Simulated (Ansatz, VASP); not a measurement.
This is a calculation of Pt for VASP 6.6.1.

The input INCAR:

```
PREC = Accurate
ENCUT = 520
EDIFF = 1E-6
ISMEAR = -1
SIGMA = 0.05
LREAL = False
LASPH = True
NELM = 80
ALGO = Normal
ISIF = 2
LWAVE = False
LCHARG = True
LELF = True
LVHAR = True
NBANDS = 11
```

KPOINTS

```
Automatic mesh
0
Gamma
  12 12 12
```

POSCAR

```
Pt
1.0
   -1.6050673907      1.6050673907      1.6050673907
    1.6050673907     -1.6050673907      1.6050673907
    1.6050673907      1.6050673907     -1.6050673907
Pt
1
Direct
    0.0000000000      0.0000000000      0.0000000000
```

Potentials or basis: VASP PAW LDA potentials, release 64 (Pt).

Run with:

```bash
$ cat potpaw_LDA.64/Pt/POTCAR > POTCAR
$ mpirun -np 1 vasp_std > vasp.out
```

Q: Set up the same calculation for Ansatz 0.2.0. Potentials there: all-electron LAPW, scalar-relativistic.

A: As run (the cutoff follows the program's own potentials):

Contents of input.yaml:

```yaml
crystal:
  lattice:
    - [-1.6050673907, 1.6050673907, 1.6050673907]
    - [1.6050673907, -1.6050673907, 1.6050673907]
    - [1.6050673907, 1.6050673907, -1.6050673907]
  atoms:
    - { symbol: Pt, position: [0.0, 0.0, 0.0] }
kpoints:
  mp_grid: { grid: [12, 12, 12] }
scf:
  occupations: { method: fermi_dirac, width: 0.05 }
hamiltonian:
  xc: lda
  pseudopotentials: { kind: all_electron, lapw: { basis_error: 0.001 } }
output:
  forces: true
  stress: true
  eigenvalues: true
```

Potentials or basis: all-electron LAPW, scalar-relativistic.

The run is started by

```console
$ ansatz run input.yaml --threads 1 --pin off --max-ram 3072MiB --backend cpu --events-out ev --progress --plain --runs-dir out
```

Both were run:

|  | VASP | Ansatz | Ansatz less VASP |
| --- | --- | --- | --- |
| gap on the k mesh at the Fermi level (eV) | none | none | - |
| pressure (GPa) | -22.9 | -23.4 | -0.48 |

A gap of «none» marks a metal or a gap that the smearing closes. Ansatz ran all-electron here, so the differences hold the error of VASP's frozen core and of both bases.

Caveats: so large a pressure means that the cell lies far from this level's equilibrium, or that cutoff or potentials fall short (VASP). The runs have no spin-orbit coupling, so splittings on Pt are missing.
